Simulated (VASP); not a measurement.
# Sr7O8 (a cell with a defect) in VASP: notebook

The runs below take Sr7O8 (a cell with a defect) through single point, with PBE.

Everything below comes from runs of VASP 6.6.1. Logs are shortened: lines on timing, memory, paths and dates and some standing lists are left out, and cuts for length are marked.

**1. The cell of the first run**

The cell holds a defect, 15 atoms: a = 7.347 Å, b = 7.347 Å, c = 7.347 Å, α = 60.00°, β = 60.00°, γ = 60.00°.

**2. Single point, PBE (Sr vacancy, atoms relaxed)**

The input, INCAR:

```
SYSTEM = Sr7O8
PREC     = Accurate       ! precision mode
ENCUT    = 520            ! plane-wave cutoff, eV
EDIFF    = 1E-6           ! SCF threshold, eV
ISMEAR   = 0              ! smearing method
SIGMA    = 0.05           ! smearing width, eV
LREAL    = Auto         
LASPH    = .TRUE.         ! aspherical terms in the spheres
NELM     = 100            ! most SCF steps
ALGO     = Fast           ! electronic algorithm
ISIF     = 2              ! what is computed and relaxed
LWAVE    = .FALSE.        ! write WAVECAR
LCHARG   = .FALSE.        ! write CHGCAR
GGA      = PE             ! functional
NBANDS   = 72             ! bands
```

The input, KPOINTS:

```
Automatic mesh
0
G
  4 4 4
  0 0 0
```

The input, POSCAR:

```
Sr7O8
1.0
    0.0000000000      5.1947835166     -5.1947835166
    5.1947835166      5.1947835166      0.0000000000
    5.1947835166      0.0000000000     -5.1947835166
Sr O
7 8
Direct
    0.0000000000      0.5000000000      0.5000000000
    0.5000000000      0.0000000000      0.5000000000
    0.5000000000      0.5000000000      0.5000000000
    0.0000000000      0.0000000000      1.0000000000
    0.0000000000      0.5000000000      1.0000000000
    0.5000000000      0.0000000000      1.0000000000
    0.5000000000      0.5000000000      1.0000000000
    0.2665638086      0.7334361914      0.2334361914
    0.2665638086      0.2665638086      0.2334361914
    0.7500000000      0.7500000000      0.2500000000
    0.7334361914      0.2665638086      0.2334361914
    0.2665638086      0.7334361914      0.7665638086
    0.2500000000      0.2500000000      0.7500000000
    0.7334361914      0.7334361914      0.7665638086
    0.7334361914      0.2665638086      0.7665638086
```

Potentials or basis: VASP PAW PBE potentials, release 64 (Sr_sv, O).

Command:

```sh
$ cat potpaw_PBE.64/Sr_sv/POTCAR potpaw_PBE.64/O/POTCAR > POTCAR
$ mpirun -np 1 vasp_std > vasp.out
```

OUTCAR:

```text
SYSTEM = Sr7O8
   PREC = Accurate
   ENCUT = 520
   EDIFF = 1E-6
   ISMEAR = 0
   LREAL = Auto
   LASPH = .TRUE.
   NELM = 100
   ISIF = 2
   GGA = PE

 ion  position               nearest neighbor table
   1  0.000  0.500  0.500-  10 2.60  13 2.60   8 2.60   9 2.60  14 2.60  15 2.60   3 3.67   5 3.67
                             4 3.67   5 3.67   7 3.67   2 3.67   4 3.67   2 3.67   3 3.67   7 3.67
   2  0.500  0.000  0.500-  10 2.60  13 2.60  11 2.60  12 2.60   9 2.60  14 2.60   3 3.67   6 3.67
                             4 3.67   6 3.67   7 3.67   1 3.67   3 3.67   7 3.67   1 3.67   4 3.67
   3  0.500  0.500  0.500-  10 2.60  13 2.60  11 2.60  12 2.60   8 2.60  15 2.60   1 3.67   2 3.67
                             7 3.67   5 3.67   6 3.67   7 3.67   2 3.67   6 3.67   1 3.67   5 3.67
   4  0.000  0.000  0.000-  10 2.60  13 2.60  11 2.60  12 2.60   8 2.60  15 2.60   5 3.67   6 3.67
                             1 3.67   2 3.67   1 3.67   5 3.67   7 3.67   2 3.67   6 3.67   7 3.67
   5  0.000  0.500  0.000-  10 2.60  13 2.60  11 2.60  12 2.60   9 2.60  14 2.60   1 3.67   4 3.67
                             7 3.67   1 3.67   3 3.67   4 3.67   6 3.67   3 3.67   6 3.67   7 3.67
   6  0.500  0.000  0.000-  10 2.60  13 2.60   8 2.60   9 2.60  14 2.60  15 2.60   2 3.67   4 3.67
                             7 3.67   2 3.67   3 3.67   3 3.67   5 3.67   7 3.67   4 3.67   5 3.67
   7  0.500  0.500  0.000-   8 2.43   9 2.43  11 2.43  12 2.43  14 2.43  15 2.43   3 3.67   5 3.67
                             6 3.67   1 3.67   2 3.67   3 3.67   2 3.67   4 3.67   6 3.67   1 3.67
   8  0.267  0.733  0.233-   7 2.43   3 2.60   4 2.60   6 2.60   1 2.60
   9  0.267  0.267  0.233-   7 2.43   2 2.60   5 2.60   6 2.60   1 2.60
  10  0.750  0.750  0.250-   1 2.60   2 2.60   3 2.60   4 2.60   5 2.60   6 2.60
  11  0.733  0.267  0.233-   7 2.43   3 2.60   4 2.60   5 2.60   2 2.60
  12  0.267  0.733  0.767-   7 2.43   3 2.60   4 2.60   5 2.60   2 2.60
  13  0.250  0.250  0.750-   1 2.60   2 2.60   3 2.60   4 2.60   5 2.60   6 2.60
  14  0.733  0.733  0.767-   7 2.43   2 2.60   5 2.60   6 2.60   1 2.60
  15  0.733  0.267  0.767-   7 2.43   3 2.60   4 2.60   6 2.60   1 2.60

  LATTYP: Found a face centered cubic cell.
 ALAT       =    10.3895670332

  Lattice vectors:

 A1 = (   0.0000000000,   5.1947835166,  -5.1947835166)
 A2 = (   5.1947835166,   5.1947835166,   0.0000000000)
 A3 = (   5.1947835166,   0.0000000000,  -5.1947835166)

Analysis of symmetry for initial positions (statically):
=====================================================================
 Subroutine PRICEL returns:
 Original cell was already a primitive cell.

 Routine SETGRP: Setting up the symmetry group for a
 face centered cubic supercell.

 Subroutine GETGRP returns: Found 48 space group operations
 (whereof  8 operations were pure point group operations)
 out of a pool of 48 trial point group operations.

The static configuration has the point symmetry D_2h.
 The point group associated with its full space group is O_h .

Analysis of symmetry for dynamics (positions and initial velocities):
=====================================================================
 Subroutine PRICEL returns:
 Original cell was already a primitive cell.

 Routine SETGRP: Setting up the symmetry group for a
 face centered cubic supercell.

 Subroutine GETGRP returns: Found 48 space group operations
 (whereof  8 operations were pure point group operations)
 out of a pool of 48 trial point group operations.

The dynamic configuration has the point symmetry D_2h.
 The point group associated with its full space group is O_h .

 Subroutine INISYM returns: Found 48 space group operations
 (whereof  8 operations are pure point group operations),
 and found     1 'primitive' translations

----------------------------------------------------------------------------------------

                                     Primitive cell

  volume of cell :     280.3705

  direct lattice vectors                    reciprocal lattice vectors
     0.000000000  5.194783517 -5.194783517    -0.096250402  0.096250402 -0.096250402
     5.194783517  5.194783517  0.000000000     0.096250402  0.096250402  0.096250402
     5.194783517  0.000000000 -5.194783517     0.096250402 -0.096250402 -0.096250402

  length of vectors
     7.346533303  7.346533303  7.346533303     0.166710586  0.166710586  0.166710586

  position of ions in fractional coordinates (direct lattice)
     0.000000000  0.500000000  0.500000000
     0.500000000  0.000000000  0.500000000
     0.500000000  0.500000000  0.500000000
     0.000000000  0.000000000  0.000000000
     0.000000000  0.500000000  0.000000000
     0.500000000  0.000000000  0.000000000
     0.500000000  0.500000000  0.000000000
     0.266563809  0.733436191  0.233436191
     0.266563809  0.266563809  0.233436191
     0.750000000  0.750000000  0.250000000
     0.733436191  0.266563809  0.233436191
     0.266563809  0.733436191  0.766563809
     0.250000000  0.250000000  0.750000000
     0.733436191  0.733436191  0.766563809
     0.733436191  0.266563809  0.766563809

  ion indices of the primitive-cell ions
   primitive index   ion index
                 1           1
                 2           2
                 3           3
                 4           4
                 5           5
                 6           6
                 7           7
                 8           8
                 9           9
                10          10
                11          11
                12          12
                13          13
                14          14
                15          15

----------------------------------------------------------------------------------------

 KPOINTS: Automatic mesh

Automatic generation of k-mesh.
 Grid dimensions read from file:
 generate k-points for:    4    4    4

 Generating k-lattice:

  Cartesian coordinates                     Fractional coordinates (reciprocal lattice)
    -0.024062600  0.024062600 -0.024062600     0.250000000  0.000000000  0.000000000
     0.024062600  0.024062600  0.024062600     0.000000000  0.250000000  0.000000000
     0.024062600 -0.024062600 -0.024062600     0.000000000  0.000000000  0.250000000

  Length of vectors
     0.041677646  0.041677646  0.041677646

  Shift w.r.t. Gamma in fractional coordinates (k-lattice)
     0.000000000  0.000000000  0.000000000

 Subroutine IBZKPT returns following result:
 ===========================================

 Found      8 irreducible k-points:

 Following reciprocal coordinates:
            Coordinates               Weight
  0.000000  0.000000  0.000000      1.000000
  0.250000  0.000000  0.000000      8.000000
  0.500000  0.000000  0.000000      4.000000
  0.250000  0.250000  0.000000      6.000000
  0.500000  0.250000  0.000000     24.000000
 -0.250000  0.250000  0.000000     12.000000
  0.500000  0.500000  0.000000      3.000000
 -0.250000  0.500000  0.250000      6.000000
   k-points           NKPTS =      8   k-points in BZ     NKDIM =      8   number of bands    NBANDS=     72
   number of dos      NEDOS =    301   number of ions     NIONS =     15
   total plane-waves  NPLWV = 175616
   dimension x,y,z NGX =    56 NGY =   56 NGZ =   56
   dimension x,y,z NGXF=   112 NGYF=  112 NGZF=  112
   ions per type =               7   8
   NGX,Y,Z   is equivalent  to a cutoff of  12.67, 12.67, 12.67 a.u.
   NGXF,Y,Z  is equivalent  to a cutoff of  25.34, 25.34, 25.34 a.u.
 SYSTEM =  Sr7O8
   PREC   = accura    normal or accurate (medium, high low for compatibility)
   ISTART =      0    job   : 0-new  1-cont  2-samecut
   ICHARG =      2    charge: 1-file 2-atom 10-const
   ISPIN  =      1    spin polarized calculation?
   LNONCOLLINEAR =      F non collinear calculations
   LSORBIT =      F    spin-orbit coupling
   LASPH  =      T    aspherical Exc in radial PAW
   ENCUT  =  520.0 eV  38.22 Ry    6.18 a.u.  13.66 13.66 13.66*2*pi/ulx,y,z
   NELM   =    100;   NELMIN=  2; NELMDL= -5     # of ELM steps
   EDIFF  = 0.1E-05   stopping-criterion for ELM
   LREAL  =      T    real-space projection
   EDIFFG = 0.1E-04   stopping-criterion for IOM
   NSW    =      0    number of steps for IOM
   IBRION =     -1    ionic relax: 0-MD 1-quasi-New 2-CG
   NFREE  =      0    steps in history (QN), initial steepest desc. (CG)
   ISIF   =      2    stress and relaxation
   ISYM   =      2    0-nonsym 1-usesym 2-fastsym
   POTIM  = 0.5000    time-step for ionic-motion
   TEBEG  =    0.0;   TEEND  =   0.0 temperature during run
   PSTRESS=    0.0 pullay stress
   NELECT =     118.0000    total number of electrons
   NUPDOWN=      -1.0000    fix difference up-down
   EMIN   =  10.00;   EMAX   =-10.00  energy-range for DOS
   EFERMI =   0.00;   METHOD = LEGACY
   ISMEAR =     0;   SIGMA  =   0.05  broadening in eV -4-tet -1-fermi 0-gaus
   EFERMI_NEDOS =   21; number of points for ismear=-14 and -15
   IALGO  =     68    algorithm
   IMIX   =      4    mixing-type and parameters
     AMIX     =   0.40;   BMIX     =  1.00
     AMIX_MAG =   1.60;   BMIX_MAG =  1.00
  volume/ion in A,a.u.               =      18.69       126.14
  Fermi-wavevector in a.u.,A,eV,Ry     =   1.226850  2.318410 20.478949  1.505160
  Thomas-Fermi vector in A             =   2.361835
   LORBIT       =      0    0 simple, 1 ext, 2 COOP (PROOUT), +10 PAW based schemes
   GGA     = PE    functional components
   LHFCALC =     F    Hartree Fock is set to
   AEXX    =    0.0000 exact exchange contribution
   IVDW    =     0    specifies the selected vdW correction
   LEPSILON=     F    determine dielectric tensor
   LRPA    =     F    only Hartree local field effects (RPA)
 non-spin polarized calculation
 RMM-DIIS sequential band-by-band and
 Gauss-broadening in eV      SIGMA  =   0.05
  energy-cutoff  :      520.00
  volume of cell :      280.37
 maximum number of plane-waves:      7631
 NGX is ok and might be reduce to    56
   NGX = 27   NGY = 27   NGZ = 27

 number of electron     118.0000002 magnetization

 Free energy of the ion-electron system (eV)
  ---------------------------------------------------
  ext. energy  EPLUGINS =         0.00000000
  ---------------------------------------------------
  free energy    TOTEN  =       -87.15710905 eV

  energy without entropy =      -87.12870846  energy(sigma->0) =      -87.14290875

 E-fermi :   0.5264     XC(G=0):  -9.3114

 val. band max:        0.5179327789   @ k =   0.0000   0.0000   0.0000
 cond. band min:       0.5305507771   @ k =   0.5000   0.2500   0.0000
 fundamental gap:      0.0126179982
 Fermi energy:         0.5263743226

 k-point     1 :       0.0000    0.0000    0.0000
  band No.  band energies     occupation
      1     -31.8032      2.00000
      2     -31.7199      2.00000
      3     -31.7199      2.00000
      4     -31.7199      2.00000
      5     -31.6854      2.00000
      6     -31.6854      2.00000
[... 63 lines left out ...]
     70       7.6520      0.00000
     71       7.6520      0.00000
[... 516 lines left out ...]
     70       7.2164      0.00000
     71       7.2971      0.00000
 [bands above 71 left out]

------------------------ aborting loop because EDIFF is reached ----------------------------------------

  FORCE on cell =-STRESS in cart. coord.  units (eV):
  Direction    XX          YY          ZZ          XY          YZ          ZX
  --------------------------------------------------------------------------------------
  -------------------------------------------------------------------------------------
  Total        0.7448680      0.7448680      0.7448680      0.0000000      0.0000000     -0.0000000
  in kB        4.2565483      4.2565483      4.2565483      0.0000000      0.0000000     -0.0000000
  external PRESSURE =       4.2565483 kB  Pullay stress =       0.0000000 kB

 VOLUME and BASIS-vectors are now :
 -----------------------------------------------------------------------------
  energy-cutoff  :      520.00
  volume of cell :      280.37
      direct lattice vectors                 reciprocal lattice vectors
     0.000000000  5.194783517 -5.194783517    -0.096250402  0.096250402 -0.096250402
     5.194783517  5.194783517  0.000000000     0.096250402  0.096250402  0.096250402
     5.194783517  0.000000000 -5.194783517     0.096250402 -0.096250402 -0.096250402

 POSITION                                       TOTAL-FORCE (eV/Angst)
 -----------------------------------------------------------------------------------
      5.19478      2.59739     -2.59739         0.000000      0.000000      0.000000
      2.59739      2.59739     -5.19478         0.000000      0.000000      0.000000
      5.19478      5.19478     -5.19478         0.000000      0.000000      0.000000
      0.00000      0.00000      0.00000         0.000000      0.000000      0.000000
      2.59739      2.59739      0.00000         0.000000      0.000000      0.000000
      0.00000      2.59739     -2.59739        -0.000000     -0.000000      0.000000
      2.59739      5.19478     -2.59739        -0.000000      0.000000      0.000000
      5.02269      5.19478     -2.59739         0.041318      0.000000      0.000000
      2.59739      2.76948     -2.59739         0.000000     -0.041318      0.000000
      5.19478      7.79218     -5.19478         0.000000     -0.000000     -0.000000
      2.59739      5.19478     -5.02269         0.000000      0.000000     -0.041318
      7.79218      5.19478     -5.36687         0.000000      0.000000      0.041318
      5.19478      2.59739     -5.19478         0.000000      0.000000     -0.000000
      7.79218      7.62008     -7.79218         0.000000      0.041318      0.000000
      5.36687      5.19478     -7.79218        -0.041318      0.000000      0.000000
 -----------------------------------------------------------------------------------
    total drift:                               -0.000000     -0.000000      0.000000

  FREE ENERGIE OF THE ION-ELECTRON SYSTEM (eV)
  ---------------------------------------------------
  free  energy   TOTEN  =       -87.1571090456 eV

  energy  without entropy=      -87.1287084584  energy(sigma->0) =      -87.14290875
```

Run time: 14 min. Hardware: 1 thread of Intel Xeon Platinum 8259CL at 2.50GHz (Skylake/Cascade Lake), shared host; peak memory 0.47 GiB.

What came out:

```yaml
Free_energy: -87.1571 eV
Pressure: 0.4 GPa
Largest_force: 0.041 eV/Å
Band_gap_on_the_k_mesh: none (metal or under the smearing width)
```

Forces in eV/Å, atoms in the order of the input:
```
Sr   0.000  0.000  0.000
Sr   0.000  0.000  0.000
Sr   0.000  0.000  0.000
Sr   0.000  0.000  0.000
Sr   0.000  0.000  0.000
Sr   0.000  0.000  0.000
Sr   0.000  0.000  0.000
O    0.041  0.000  0.000
O    0.000 -0.041  0.000
O    0.000  0.000  0.000
O    0.000  0.000 -0.041
O    0.000  0.000  0.041
O    0.000  0.000  0.000
O    0.000  0.041  0.000
O   -0.041  0.000  0.000
```

[end of part 1 of 2]
